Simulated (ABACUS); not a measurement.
# Ge (Fd-3m) in ABACUS: notebook, part 2 of 2

ABACUS 3.10.1. The steps go on from the part before.

## Step 3: Relaxation of cell and atoms, LDA-PW92

Input file INPUT:

```
INPUT_PARAMETERS
suffix              Ge
calculation         cell-relax
basis_type          pw
pseudo_dir          ./
symmetry            1
dft_functional      LDA_X+LDA_C_PW
ecutwfc             79
pseudo_rcut         10
nspin               1
nbands              18
ks_solver           dav
smearing_method     fd
smearing_sigma      0.00367493
scf_thr             1e-08
scf_nmax            100
mixing_type         broyden
mixing_beta         0.7
cal_force           1
cal_stress          1
relax_nmax          60
force_thr_ev        0.02
relax_method        cg
out_stru            1
stress_thr          1
kpar                4
```

Input file STRU:

```
ATOMIC_SPECIES
Ge 72.6300 Ge.upf

LATTICE_CONSTANT
7.5601949712

LATTICE_VECTORS
0.0000000000 0.7071067812 0.7071067812
0.7071067812 0.0000000000 0.7071067812
0.7071067812 0.7071067812 0.0000000000

ATOMIC_POSITIONS
Cartesian

Ge
0.0
2
1.0606601718 1.0606601718 1.0606601718 1 1 1
0.7071067812 0.7071067812 0.7071067812 1 1 1
```

Input file KPT:

```
K_POINTS
0
Gamma
6 6 6 0 0 0
```

Potentials or basis: PseudoDojo NC SR 0.4.1 LDA standard, plane waves.

Run with:

```console
$ OMP_NUM_THREADS=1 mpirun -np 4 abacus > log
```

running log:

```text
ABACUS v3.10.1

               Atomic-orbital Based Ab-initio Computation at UStc

 ------------------------------------------------------------------------------------

 READING GENERAL INFORMATION
                           global_out_dir = OUT.Ge/
                           global_in_card = INPUT
                               pseudo_dir = ./
                              orbital_dir =
                                    DSIZE = 4
                                    GSIZE = 1

 READING UNITCELL INFORMATION
                                    ntype = 1
                  lattice constant (Bohr) = 7.56019
              lattice constant (Angstrom) = 4.00068

 READING ATOM TYPE 1
                               atom label = Ge
                      L=0, number of zeta = 1
                      L=1, number of zeta = 1
                      L=2, number of zeta = 1
             number of atom for this type = 2

                        TOTAL ATOM NUMBER = 2
CARTESIAN COORDINATES ( UNIT =       7.560194971200 Bohr ).
    atom                   x                   y                   z     mag                  vx                  vy                  vz
tauc_Ge1            1.0606601718        1.0606601718        1.0606601718  0.0000        0.0000000000        0.0000000000        0.0000000000
tauc_Ge2            0.7071067812        0.7071067812        0.7071067812  0.0000        0.0000000000        0.0000000000        0.0000000000

                          Volume (Bohr^3) = 305.551
                             Volume (A^3) = 45.278

 Lattice vectors: (Cartesian coordinate: in unit of a_0)
                   +0           +0.707107           +0.707107
[... 416 lines left out ...]

                          Volume (Bohr^3) = 299.782946
                             Volume (A^3) = 44.423196
[... 10 lines left out ...]
 -------------------------------------------
 STEP OF RELAXATION : 3
 -------------------------------------------

[... set-up of the moved cell ...]

 PW ALGORITHM --------------- ION=   3  ELEC=   1--------------------------------
 Notice: Threshold on eigenvalues was too large.
 hsover_error=0.280000 > DRHO=0.000026
 Origin diag ethr = 0.010000
 New diag ethr = 0.000000

 Density error is 0.000022803536
                          Error Threshold = 0.000000092756
----------------------------------------------------------
     Energy           Rydberg                 eV
----------------------------------------------------------
 E_KohnSham     -356.9373017663      -4856.3811327676
 E_Harris       -356.9555268372      -4856.6290975778
 E_Fermi        0.7012627294         9.5411689142
----------------------------------------------------------

[... 2 further cycles ...]
 PW ALGORITHM --------------- ION=   3  ELEC=   4--------------------------------

 Density error is 0.000000003671
                          Error Threshold = 0.000000000139
----------------------------------------------------------
     Energy           Rydberg                 eV
----------------------------------------------------------
 E_KohnSham     -356.9373025610      -4856.3811435793
 E_KS(sigma->0) -356.9372268225      -4856.3801131045
 E_Harris       -356.9378550528      -4856.3886606159
 E_band         -20.2957762410       -276.1382022104
 E_one_elec     -182.2583688892      -2479.7523250786
 E_Hartree      109.9620802486       1496.1108553147
 E_xc           -85.8814111381       -1168.4765437586
 E_Ewald        -198.7594513054      -2704.2610691071
 E_entropy(-TS) -0.0001514770        -0.0020609497
 E_descf        0.0000000000         0.0000000000
[... 108 lines left out ...]
 Largest gradient in stress is 0.201532 kbar.
 Threshold is 1.000000 kbar.

 Relaxation is converged!

 --------------------------------------------
 !FINAL_ETOT_IS -4856.3811435793395503 eV
 --------------------------------------------
```

stdout:

```text
ABACUS v3.10.1

               Atomic-orbital Based Ab-initio Computation at UStc

 dft_functional readin is: LDA_X+LDA_C_PW
 dft_functional in pseudopot file is: SLA PW NOGXNOGC
 Please make sure this is what you need

[... 73 lines left out ...]
----------------------------------------------------------------
 TOTAL-STRESS (KBAR)
----------------------------------------------------------------
        -0.2015324363         0.0000000000        -0.0000000000
        -0.0000000000        -0.2015324363         0.0000000000
        -0.0000000000         0.0000000000        -0.2015324363
----------------------------------------------------------------
 TOTAL-PRESSURE: -0.201532 KBAR

 ETOT DIFF (eV)       : -0.000465
 LARGEST GRAD (eV/A)  : 0.000000
```

Wall time 4.7 s (4 MPI ranks of AMD EPYC 9R45 (Zen 5), shared host); peak memory 0.36 GiB.

Results:

- Free energy: -4856.3811 eV
- Relaxed volume: 22.21 Å³/atom
- Relaxed cell: a = 3.975 Å, b = 3.975 Å, c = 3.975 Å, α = 60.00°, β = 60.00°, γ = 60.00°
- Space group after relaxing (to 0.05 Å): Fd-3m (No. 227)
- Energy gained by relaxing: 1.6 meV/atom
- Ionic steps: 3
- Pressure after relaxing: 0.0 GPa
- Band gap on the k mesh: none (metal or under the smearing width)

The path:
| step | energy change (eV) | largest force (eV/Å) | pressure (GPa) | volume (Å³) |
| --- | --- | --- | --- | --- |
| 1 | 0.0000 | 0.0000 | -1.24 | 45.28 |
| 2 | -0.0028 | 0.0000 | 0.47 | 44.10 |
| 3 | -0.0033 | 0.0000 | -0.02 | 44.42 |

Final structure:
```
Ge
1.0
     0.00000    2.81100    2.81100
     2.81100    0.00000    2.81100
     2.81100    2.81100    0.00000
Ge
2
Direct
  0.75000 0.75000 0.75000
  0.50000 0.50000 0.50000
```

Caveat: this crystal is a semiconductor, whose small gap the functional closes, so the metal is an error of the method.

## Step 4: Against experiment

Step 2. A measured gap of Ge is 0.666 eV (indirect; 293 K; “Electronic and optical properties of SixGe1-x-ySny alloys lattice-matched to Ge”, 2021, arxiv:2109.02782); the calculated 0.00 eV misses it by -0.67 eV. 3 values of this kind are on record (0.666 to 0.807 eV); this one was drawn at random among those near their median. Spin-orbit coupling on Ge is left out. The value is that of LDA-PW92 on a finite k mesh, which can miss the band edges, without temperature or zero-point motion. Semilocal functionals fall short of measured gaps as a rule.

Step 3. The cell as given is a measured one (22.64 Å³/atom); LDA-PW92 puts the equilibrium volume -1.9 % from it, thermal expansion not counted.
